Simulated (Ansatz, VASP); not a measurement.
## InP, level by level in two programs

```
In P
1.0
     0.00000    2.91083    2.91083
     2.91083    0.00000    2.91083
     2.91083    2.91083    0.00000
In P
1 1
Direct
  0.00000 0.00000 0.00000
  0.75000 0.75000 0.75000
```

Single points on this cell with VASP 6.6.1 and Ansatz 0.2.0. Each row is one pair of runs. Alike in all rows: spin: off; k mesh: 8 × 8 × 8; smearing: fermi-dirac, width 0.05 eV; Ansatz's potentials, cutoff: Ansatz PAW, 420 eV.

```csv
level,"VASP's potentials, cutoff","gap on the k mesh at the Fermi level (eV), VASP","gap on the k mesh at the Fermi level (eV), Ansatz","least direct gap on the mesh (eV), VASP","least direct gap on the mesh (eV), Ansatz","pressure (GPa), VASP","pressure (GPa), Ansatz"
PBEsol+D4,"VASP PAW PBE potentials, release 64 (In_d, P), 520 eV",0.72,0.72,0.72,0.72,0.8,0.8
SVWN5,"VASP PAW PBE potentials, release 64 (In_d, P), 520 eV",0.59,0.59,0.59,0.59,0.2,0.1
LDA,"VASP PAW LDA potentials, release 64 (In_d, P), 520 eV",0.62,0.59,0.62,0.59,0.2,0.2
RPBE+D4,"VASP PAW PBE potentials, release 64 (In_d, P), 520 eV",?,0.96,?,0.96,?,2.3
PBE exchange alone,"VASP PAW PBE potentials, release 64 (In_d, P), 520 eV",0.80,0.80,0.80,0.80,14.1,14.2
```

Task: Fill in what VASP gave in row 4.

Result: gap on the k mesh at the Fermi level (eV): 0.95; least direct gap on the mesh (eV): 0.95; pressure (GPa): 2.2.

Caveats: spin-orbit coupling is left out, which moves the levels of the heavy elements; the PAW data sets were made with another functional, which shifts forces and pressure a little (VASP); the PAW data sets come from PBE, with cores solved anew for the run's functional, which leaves a small shift of forces and pressure (Ansatz).
